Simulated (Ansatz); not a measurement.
# A series in volume scale on In

Results calculated with Ansatz 0.2.0, not measured. Periodic Kohn-Sham DFT of a crystal at fixed atoms, scaled to volume_scale times the given cell; pressure positive in compression, energy less spherical unpolarised free atoms, largest_vzz the field gradient of largest size among the nuclei.

The cell before it is scaled or strained (space group Fd-3m, No. 227):
```
In
1.0
      0.0000     3.3648     3.3648
      3.3648     0.0000     3.3648
      3.3648     3.3648     0.0000
In
2
Direct
  0.00000 0.00000 0.00000
  0.25000 0.25000 0.25000
```

Settings of every row: method frozen-core PAW; functional PBE; relativity scalar; k mesh 9x9x9; filling fermi-dirac; smearing width 0.05 eV; wave cutoff 420 eV; paw set soft_2.

Atom start moment: 0 on all atoms.

Limits: the cell comes from a prototype or a list of computed structures and needn't be the stable phase.

```
row  volume scale  V (Å³/atom)  pressure (GPa)
  1        0.9405       35.829           1.602
  2          0.97       36.953           0.724
  3             1       38.095               ?
  4          1.03       39.239          -0.637
  5          1.06       40.382          -1.144
```

Question: what pressure should row 3 give?

Worked fit of pressure. Take u = (V_r/V)^(2/3) − 1 with V_r = 38.096 Å³ an atom, which is twice the finite (Eulerian) strain; such expansions in the strain, on which the Birch-Murnaghan equation of state is built, carry the rest volume and the bulk modulus. The shown rows have u = 0.04175, 0.02052, -0.01951, -0.0381. Least squares give pressure = −0.0209 + 33.944 × u + 117.68 × u² GPa; a straight line predicts inner rows, each left out in turn, worse (root mean square 0.11 against 0.0032 GPa). The rows lie off it by 0.001, -0.001, 0.001, -0.001. The pressure vanishes at u = 0.0006, or V = 38.06 Å³ an atom, and there the bulk modulus at fixed shape and fractions is B = −V dP/dV = (2/3)(1 + u) dP/du = 22.7 GPa. The withheld row has u = 2e-05, so the fit gives −0.0209 + 33.944 × (2e-05) + 117.68 × (2e-05)² = -0.020 GPa.

The calculation gave -0.02 GPa. The fit meets it to the printed digit.
